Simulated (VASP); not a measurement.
# MgSn2N2 (P-3m1) in VASP: a series of runs

The runs below take MgSn2N2 through relaxation of cell and atoms, with PBE.

Everything below comes from runs of VASP 6.6.1. Logs are shortened: lines on timing, memory, paths and dates and some standing lists are left out, and cuts for length are marked.

## (1) The structure

It takes space group P-3m1 (No. 164, trigonal). The conventional cell has a = 3.500 Å, b = 3.500 Å, c = 8.400 Å, α = 90.00°, β = 90.00°, γ = 120.00°. Around Mg (site symmetry -3m) lie 6 N at 2.26 Å. Sn (site symmetry 3m) is surrounded by 3 N at 2.22 Å. N (site symmetry 3m) has 3 Sn at 2.22 Å and 3 Mg at 2.26 Å as nearest neighbours.

The cell was built by a generator and needn't be a form met in nature.

## (2) Relaxation of cell and atoms, PBE

File INCAR:

```
SYSTEM = MgSn2N2
PREC = Normal
ENCUT = 520
EDIFF = 1E-4
ISMEAR = 0
SIGMA = 0.15
LREAL = .FALSE.
LASPH = .TRUE.
NELM = 60
ALGO = Fast
ISIF = 3
LWAVE = .FALSE.
LCHARG = .FALSE.
GGA = PE
IBRION = 2
NSW = 24
EDIFFG = -0.08
```

File KPOINTS:

```
Automatic mesh
0
G
  5 5 2
  0 0 0
```

File POSCAR:

```
MgSn2N2
1.0
    3.5000000000      0.0000000000      0.0000000000
   -1.7500000000      3.0310889100      0.0000000000
    0.0000000000      0.0000000000      8.4000000000
Mg Sn N
1 2 2
Direct
    0.0000000000      0.0000000000      0.0000000000
    0.6666666700      0.3333333300      0.2300000000
    0.3333333300      0.6666666700      0.7700000000
    0.3333333300      0.6666666700      0.1200000000
    0.6666666700      0.3333333300      0.8800000000
```

Potentials or basis: VASP PAW PBE potentials, release 64 (Mg, Sn_d, N).

Run with:

```
$ cat potpaw_PBE.64/Mg/POTCAR potpaw_PBE.64/Sn_d/POTCAR potpaw_PBE.64/N/POTCAR > POTCAR
$ mpirun -np 1 vasp_std > vasp.out
```

OUTCAR:

```text
SYSTEM = MgSn2N2
   PREC = Normal
   ENCUT = 520
   EDIFF = 1E-4
   ISMEAR = 0
   LREAL = .FALSE.
   LASPH = .TRUE.
   NELM = 60
   ISIF = 3
   GGA = PE
   IBRION = 2
   NSW = 24
   EDIFFG = -0.08

 ion  position               nearest neighbor table
   1  0.000  0.000  0.000-   4 2.26   5 2.26   4 2.26   5 2.26   5 2.26   4 2.26   2 2.80   3 2.80
                             3 2.80   2 2.80   3 2.80   2 2.80
   2  0.667  0.333  0.230-   4 2.22   4 2.22   4 2.22   1 2.80   1 2.80   1 2.80
   3  0.333  0.667  0.770-   5 2.22   5 2.22   5 2.22   1 2.80   1 2.80   1 2.80
   4  0.333  0.667  0.120-   2 2.22   2 2.22   2 2.22   1 2.26   1 2.26   1 2.26
   5  0.667  0.333  0.880-   3 2.22   3 2.22   3 2.22   1 2.26   1 2.26   1 2.26

  LATTYP: Found a hexagonal cell.
 ALAT       =     3.5000000000
 C/A-ratio  =     2.4000000000

  Lattice vectors:

 A1 = (   3.5000000000,   0.0000000000,   0.0000000000)
 A2 = (  -1.7500000000,   3.0310889100,   0.0000000000)
 A3 = (   0.0000000000,   0.0000000000,   8.4000000000)

Analysis of symmetry for initial positions (statically):
=====================================================================
 Subroutine PRICEL returns:
 Original cell was already a primitive cell.

 Routine SETGRP: Setting up the symmetry group for a
 hexagonal supercell.

 Subroutine GETGRP returns: Found 12 space group operations
 (whereof 12 operations were pure point group operations)
 out of a pool of 24 trial point group operations.

The static configuration has the point symmetry D_3d.

Analysis of symmetry for dynamics (positions and initial velocities):
=====================================================================
 Subroutine PRICEL returns:
 Original cell was already a primitive cell.

 Routine SETGRP: Setting up the symmetry group for a
 hexagonal supercell.

 Subroutine GETGRP returns: Found 12 space group operations
 (whereof 12 operations were pure point group operations)
 out of a pool of 24 trial point group operations.

The dynamic configuration has the point symmetry D_3d.

 Subroutine INISYM returns: Found 12 space group operations
 (whereof 12 operations are pure point group operations),
 and found     1 'primitive' translations

----------------------------------------------------------------------------------------

                                     Primitive cell

  volume of cell :      89.1140

  direct lattice vectors                    reciprocal lattice vectors
     3.500000000  0.000000000  0.000000000     0.285714286  0.164957220  0.000000000
    -1.750000000  3.031088910  0.000000000     0.000000000  0.329914440  0.000000000
     0.000000000  0.000000000  8.400000000     0.000000000  0.000000000  0.119047619

[... 98 lines left out ...]
   LORBIT       =      0    0 simple, 1 ext, 2 COOP (PROOUT), +10 PAW based schemes
   GGA     = PE    functional components
   LHFCALC =     F    Hartree Fock is set to
   AEXX    =    0.0000 exact exchange contribution
   IVDW    =     0    specifies the selected vdW correction
   LEPSILON=     F    determine dielectric tensor
   LRPA    =     F    only Hartree local field effects (RPA)
 conjugate gradient relaxation of ions
 non-spin polarized calculation
 RMM-DIIS sequential band-by-band and
 Gauss-broadening in eV      SIGMA  =   0.15
  energy-cutoff  :      520.00
  volume of cell :       89.11
 maximum number of plane-waves:      2455
   NGX = 13   NGY = 13   NGZ = 31

--------------------------------------- Ionic step        1  -------------------------------------------

 number of electron      39.9999978 magnetization

 Free energy of the ion-electron system (eV)
  ---------------------------------------------------
  ext. energy  EPLUGINS =         0.00000000
  ---------------------------------------------------
  free energy    TOTEN  =       -23.63030566 eV

  energy without entropy =      -23.62577313  energy(sigma->0) =      -23.62803940

------------------------ aborting loop because EDIFF is reached ----------------------------------------

  FORCE on cell =-STRESS in cart. coord.  units (eV):
  Direction    XX          YY          ZZ          XY          YZ          ZX
  --------------------------------------------------------------------------------------
  -------------------------------------------------------------------------------------
  Total        5.0913524      5.0913524     13.7388687      0.0000000      0.0000000      0.0000000
  in kB       91.5372227     91.5372225    247.0105761      0.0000000      0.0000000      0.0000000
  external PRESSURE =     143.3616738 kB  Pullay stress =       0.0000000 kB
[... 26 lines left out ...]
--------------------------------------- Ionic step        2  -------------------------------------------

 number of electron      40.0000021 magnetization

 E-fermi :   4.0357     XC(G=0):  -8.9163

 val. band max:        3.8757482923   @ k =   0.0000   0.0000   0.0000
 cond. band min:       4.0982687688   @ k =   0.0000   0.0000   0.0000
 fundamental gap:      0.2225204765
 Fermi energy:         4.0357408890

 k-point     1 :       0.0000    0.0000    0.0000
  band No.  band energies     occupation
      1     -17.3284      2.00000
      2     -17.3284      2.00000
      3     -17.3284      2.00000
      4     -17.3284      2.00000
      5     -17.2880      2.00000
      6     -17.2864      2.00000
[... 330 lines left out ...]
  FREE ENERGIE OF THE ION-ELECTRON SYSTEM (eV)
  ---------------------------------------------------
  free  energy   TOTEN  =       -25.0652273222 eV

  energy  without entropy=      -25.0623096841  energy(sigma->0) =      -25.06376850

[... ionic steps 4 to 12 ...]

--------------------------------------- Ionic step       13  -------------------------------------------

 number of electron      40.0000044 magnetization

------------------------ aborting loop because EDIFF is reached ----------------------------------------
[... 73 lines left out ...]
--------------------------------------- Ionic step       15  -------------------------------------------

 number of electron      40.0000053 magnetization

 Free energy of the ion-electron system (eV)
  ---------------------------------------------------
  ext. energy  EPLUGINS =         0.00000000
  ---------------------------------------------------
  free energy    TOTEN  =       -26.42806414 eV

  energy without entropy =      -26.42806414  energy(sigma->0) =      -26.42806414

 E-fermi :   5.6932     XC(G=0):  -9.6860

 val. band max:        4.9441755300   @ k =   0.2000   0.0000   0.0000
 cond. band min:       6.4682023421   @ k =   0.4000  -0.0000   0.5000
 fundamental gap:      1.5240268121
 Fermi energy:         5.6932328629

 k-point     1 :       0.0000    0.0000    0.0000
  band No.  band energies     occupation
      1     -15.6396      2.00000
      2     -15.6396      2.00000
      3     -15.6396      2.00000
      4     -15.6396      2.00000
      5     -15.5500      2.00000
      6     -15.5485      2.00000
[... 291 lines left out ...]
  FREE ENERGIE OF THE ION-ELECTRON SYSTEM (eV)
  ---------------------------------------------------
  free  energy   TOTEN  =       -26.4280641426 eV

  energy  without entropy=      -26.4280641426  energy(sigma->0) =      -26.42806414

 reached required accuracy - stopping structural energy minimisation
```

Run time: 69 s. Hardware: 1 thread of Intel Xeon 6975P-C (Granite Rapids), shared host; peak memory 0.16 GiB.

What came out:

| Property | Result |
| --- | --- |
| Free energy | -26.4281 eV |
| Relaxed volume | 18.28 Å³/atom |
| Relaxed cell | a = 3.249 Å, b = 3.249 Å, c = 9.999 Å, α = 90.00°, β = 90.00°, γ = 120.00° |
| Space group after relaxing (to 0.05 Å) | P-3m1 (No. 164) |
| Energy gained by relaxing | 559.6 meV/atom |
| Ionic steps | 15 |
| Pressure after relaxing | 0.4 GPa |
| Largest force after relaxing | 0.073 eV/Å |
| Band gap on the k mesh | 1.52 eV, indirect (least direct gap 1.72 eV) |

Forces on the atoms (eV/Å):
```
Mg   0.000  0.000  0.000
Sn   0.000  0.000  0.073
Sn   0.000  0.000 -0.073
N    0.000  0.000  0.051
N    0.000  0.000 -0.051
```

Stress tensor (GPa, compression positive):
```
0.53 0.00 0.00
0.00 0.53 0.00
0.00 0.00 0.00
```

The path:
```csv
step,energy change (eV),largest force (eV/Å),pressure (GPa),volume (Å³)
1,0.0000,4.4644,14.34,89.11
2,-1.1406,1.5341,-10.15,111.09
3,-1.4349,0.8506,-5.42,103.56
4,-2.2657,1.5203,-5.96,99.67
5,-2.3805,1.8055,-6.05,98.01
6,-2.6789,0.6704,5.87,86.81
7,-2.7330,0.7238,2.35,89.67
8,-2.7846,0.2571,0.44,91.59
9,-2.7860,0.3273,0.36,91.87
10,-2.7895,0.1523,-0.69,92.50
11,-2.7899,0.1083,-0.10,92.31
12,-2.7899,0.1273,-0.49,92.37
13,-2.7900,0.1169,-0.41,92.34
14,-2.7932,0.0914,-0.10,91.99
15,-2.7978,0.0729,0.35,91.42
```

Final structure:
```
Mg Sn N
1.0
     3.24918    0.00000    0.00000
    -1.62459    2.81387    0.00000
     0.00000    0.00000    9.99900
Mg Sn N
1 2 2
Direct
  0.00000 0.00000 0.00000
  0.66667 0.33333 0.26077
  0.33333 0.66667 0.73923
  0.33333 0.66667 0.13019
  0.66667 0.33333 0.86981
```

Caveat: spin-orbit coupling is left out, which moves the levels of the heavy elements; an odd mesh through Γ misses points on the zone boundary, where band edges often lie; the relaxation stopped at a loose force limit of 0.08 eV/Å, so its end isn't a converged minimum.

## (3) Relaxation of cell and atoms, PBE

This run uses another cell than the first one, of 18.40 Å³/atom, 1.033 times its volume.

INCAR is that of step 2.

File KPOINTS:

```
Automatic mesh
0
G
  4 4 2
  0 0 0
```

File POSCAR:

```
MgSn2N2
1.0
    3.9420915100      0.0000000000      0.0000000000
   -1.9710457500      3.4139513900      0.0000000000
    0.0000000000      0.0000000000      6.8370929200
Mg Sn N
1 2 2
Direct
    0.0000000000      0.0000000000      0.0000000000
    0.6666666700      0.3333333300      0.7317469700
    0.3333333300      0.6666666700      0.2682530300
    0.6666666700      0.3333333300      0.3829100100
    0.3333333300      0.6666666700      0.6170899900
```

Potentials or basis: VASP PAW PBE potentials, release 64 (Mg, Sn_d, N).

Run with:

```
$ cat potpaw_PBE.64/Mg/POTCAR potpaw_PBE.64/Sn_d/POTCAR potpaw_PBE.64/N/POTCAR > POTCAR
$ mpirun -np 1 vasp_std > vasp.out
```

Run time: 64 s. Hardware: 1 thread of Intel Xeon 6975P-C (Granite Rapids), shared host; peak memory 0.17 GiB.

Results (log left out):

```
Free energy                            : -24.0197 eV
Relaxed volume                         : 18.15 Å³/atom
Relaxed cell                           : a = 3.599 Å, b = 3.599 Å, c = 8.091 Å, α = 90.00°, β = 90.00°, γ = 120.00°
Space group after relaxing (to 0.05 Å) : P-3m1 (No. 164)
Energy gained by relaxing              : 333.7 meV/atom
Ionic steps                            : 18
Pressure after relaxing                : 0.1 GPa
Largest force after relaxing           : 0.072 eV/Å
Band gap on the k mesh                 : none (metal or under the smearing width)
```

Forces on the atoms (eV/Å):
```
Mg   0.000  0.000  0.000
Sn   0.000  0.000  0.072
Sn   0.000  0.000 -0.072
N    0.000  0.000  0.066
N    0.000  0.000 -0.066
```

Stress tensor (GPa, compression positive):
```
 0.21  0.00  0.00
 0.00  0.21  0.00
 0.00  0.00 -0.10
```

Step by step:
| step | energy change (eV) | largest force (eV/Å) | pressure (GPa) | volume (Å³) |
| --- | --- | --- | --- | --- |
| 1 | 0.0000 | 3.0693 | -6.48 | 92.01 |
| 2 | -0.9132 | 1.3299 | 4.60 | 82.45 |
| 3 | -0.9360 | 0.9314 | 6.83 | 81.16 |
| 4 | -1.2813 | 0.6164 | 2.46 | 85.63 |
| 5 | -1.2860 | 0.7575 | 2.54 | 86.18 |
| 6 | -1.3706 | 0.5165 | -1.76 | 89.90 |
| 7 | -1.3730 | 0.4724 | -2.42 | 90.64 |
| 8 | -1.4535 | 0.3760 | -2.03 | 90.37 |
| 9 | -1.5974 | 0.6613 | 0.50 | 89.32 |
| 10 | -1.6573 | 0.3669 | 0.79 | 89.72 |
| 11 | -1.6580 | 0.3355 | 1.08 | 89.74 |
| 12 | -1.6570 | 0.2866 | 1.25 | 89.79 |
| 13 | -1.6581 | 0.3137 | 0.99 | 89.76 |
| 14 | -1.6670 | 0.0826 | -0.60 | 91.29 |
| 15 | -1.6672 | 0.1140 | -0.22 | 91.10 |
| 16 | -1.6672 | 0.1022 | -0.46 | 91.17 |
| 17 | -1.6672 | 0.1078 | -0.58 | 91.14 |
| 18 | -1.6684 | 0.0722 | 0.10 | 90.77 |

Final structure:
```yaml
crystal:
  lattice:
    - [3.59914, 0.00000, 0.00000]
    - [-1.79957, 3.11695, 0.00000]
    - [0.00000, 0.00000, 8.09090]
  atoms:
    - { symbol: Mg, position: [0.00000, 0.00000, 0.00000] }
    - { symbol: Sn, position: [0.66667, 0.33333, 0.68026] }
    - { symbol: Sn, position: [0.33333, 0.66667, 0.31974] }
    - { symbol: N, position: [0.66667, 0.33333, 0.38861] }
    - { symbol: N, position: [0.33333, 0.66667, 0.61139] }
```

Levels at points of the mesh, in eV from the Fermi level:
```
           k point  band 17  band 18  band 19  band 20  band 21  band 22  band 23  band 24
(0.00, 0.00, 0.00)    -3.32    -2.20    -2.20    -0.94    -0.61     2.09     4.89     4.89
(0.50, 0.00, 0.00)    -3.48    -3.23    -1.87    -0.73     0.29     0.54     2.38     3.44
(0.00, 0.00, 0.50)    -3.17    -2.66    -2.21    -2.21     1.45     2.88     4.30     4.86
(0.50, 0.00, 0.50)    -3.34    -3.23    -2.24    -1.46     0.25     1.20     1.99     4.92
```

Caveat: the k mesh is coarse (spacing up to 0.46 Å⁻¹), so the values aren't converged; the relaxation stopped at a loose force limit of 0.08 eV/Å, so its end isn't a converged minimum.

## (4) Relaxation of cell and atoms, PBE

This run uses another cell than the first one, of 21.23 Å³/atom, 1.191 times its volume.

INCAR is that of step 3.

KPOINTS is that of step 3.

File POSCAR:

```
MgSn2N2
1.0
    4.1303235900      0.0000000000      0.0000000000
   -2.0651618000      3.5769651600      0.0000000000
    0.0000000000      0.0000000000      7.1856491500
Mg Sn N
1 2 2
Direct
    0.0000000000      0.0000000000      0.5000000000
    0.0000000000      0.0000000000      0.0000000000
    0.3333333300      0.6666666700      0.5000000000
    0.6666666700      0.3333333300      0.2264030000
    0.6666666700      0.3333333300      0.7735970000
```

Run with:

```
$ cat potpaw_PBE.64/Mg/POTCAR potpaw_PBE.64/Sn_d/POTCAR potpaw_PBE.64/N/POTCAR > POTCAR
$ mpirun -np 1 vasp_std > vasp.out
```

It took 56 s on 1 thread of Intel Xeon 6975P-C (Granite Rapids), shared host; peak memory 0.17 GiB.

It converged, with:

```yaml
Free_energy: -18.2507 eV
Relaxed_volume: 18.50 Å³/atom
Relaxed_cell: a = 4.384 Å, b = 4.384 Å, c = 5.558 Å, α = 90.00°, β = 90.00°, γ = 120.00°
Space_group_after_relaxing_to_0.05_Å: P-6m2 (No. 187)
Energy_gained_by_relaxing: 265.9 meV/atom
Ionic_steps: 12
Pressure_after_relaxing: -0.3 GPa
Largest_force_after_relaxing: 0.018 eV/Å
Band_gap_on_the_k_mesh: none (metal or under the smearing width)
```

Forces in eV/Å, atoms in the order of the input:
```
Mg   0.000  0.000  0.000
Sn   0.000  0.000  0.000
Sn   0.000  0.000  0.000
N    0.000  0.000  0.018
N    0.000  0.000 -0.018
```

Stress tensor (GPa, compression positive):
```
-0.59  0.00  0.00
 0.00 -0.59  0.00
 0.00  0.00  0.26
```

The path:
| step | energy change (eV) | largest force (eV/Å) | pressure (GPa) | volume (Å³) |
| --- | --- | --- | --- | --- |
| 1 | 0.0000 | 0.2142 | -3.40 | 106.16 |
| 2 | -0.8948 | 0.3310 | -2.24 | 98.87 |
| 3 | -1.2045 | 0.1971 | 0.24 | 93.20 |
| 4 | -0.3378 | 0.0486 | 12.81 | 80.68 |
| 5 | -1.2399 | 0.1380 | 0.94 | 91.85 |
| 6 | -1.2175 | 0.0344 | 4.91 | 86.42 |
| 7 | -1.2798 | 0.0972 | 2.17 | 90.05 |
| 8 | -1.2852 | 0.0775 | 3.54 | 88.26 |
| 9 | -1.2899 | 0.0868 | 2.72 | 88.92 |
| 10 | -1.3245 | 0.0019 | -0.84 | 93.49 |
| 11 | -1.3298 | 0.0223 | 0.50 | 92.27 |
| 12 | -1.3296 | 0.0179 | -0.31 | 92.49 |

Final structure:
```cif
data_structure
_symmetry_space_group_name_H-M 'P 1'
_symmetry_Int_Tables_number 1
_cell_length_a 4.3838
_cell_length_b 4.3838
_cell_length_c 5.5576
_cell_angle_alpha 90.000
_cell_angle_beta 90.000
_cell_angle_gamma 120.000
_cell_volume 92.49
loop_
_atom_site_label
_atom_site_type_symbol
_atom_site_fract_x
_atom_site_fract_y
_atom_site_fract_z
_atom_site_occupancy
Mg1 Mg 0.00000 0.00000 0.50000 1
Sn1 Sn 0.00000 0.00000 0.00000 1
Sn2 Sn 0.33333 0.66667 0.50000 1
N1 N 0.66667 0.33333 0.23017 1
N2 N 0.66667 0.33333 0.76983 1
```

Levels at points of the mesh, in eV from the Fermi level:
```
           k point  band 18  band 19  band 20  band 21  band 22  band 23
(0.00, 0.00, 0.00)    -1.35    -1.25    -1.25    -0.22    -0.22     0.56
(0.50, 0.00, 0.00)    -1.44    -1.28    -0.13     0.41     0.76     1.26
(0.00, 0.00, 0.50)    -2.04    -2.00    -0.98     0.50     0.50     0.77
(0.50, 0.00, 0.50)    -2.74    -1.64    -1.26     0.52     1.42     1.79
```

Caveat: the k mesh is coarse (spacing up to 0.44 Å⁻¹), so the values aren't converged; the relaxation stopped at a loose force limit of 0.08 eV/Å, so its end isn't a converged minimum.
